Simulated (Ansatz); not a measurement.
Input and command of a calculation in Ansatz (plane waves; scalar-relativistic PAW potentials unless the input names others):

```yaml
crystal:
  lattice:
    - [2.5539396017, 0.0, 0.0]
    - [-1.2769698009, 2.2117765748, 0.0]
    - [0.0, 0.0, 4.226855]
  atoms:
    - { symbol: B, position: [0.6666666667, 0.3333333333, 1.0233822518] }
    - { symbol: B, position: [0.3333333333, 0.6666666667, 0.499724] }
    - { symbol: "N", position: [0.6666666667, 0.3333333333, 0.625276] }
    - { symbol: "N", position: [0.3333333333, 0.6666666667, 0.125276] }
basis:
  ecutwfc: 420
kpoints:
  mp_grid: { grid: [12, 12, 6], kspacing: 0.3 }
hamiltonian:
  xc: lda
scf:
  occupations: { method: gaussian, width: 0.05 }
  max_iter: 50
output:
  forces: true
  eigenvalues: true
  stress: true
```

```bash
ansatz run input.yaml --threads 2 --pin off --max-ram 5120MiB --backend cpu --events-out ev --progress --plain --runs-dir out
```

Question: Will this input run?

Answer: The program refuses it, because of a mesh typed together with a spacing (kpoints.mp_grid.kspacing: not typed → 0.3). Without that key it is accepted.

Abridged log:
```
Error: invalid value for `kpoints.mp_grid.kspacing`: mutually exclusive with `grid` — set one or the other
```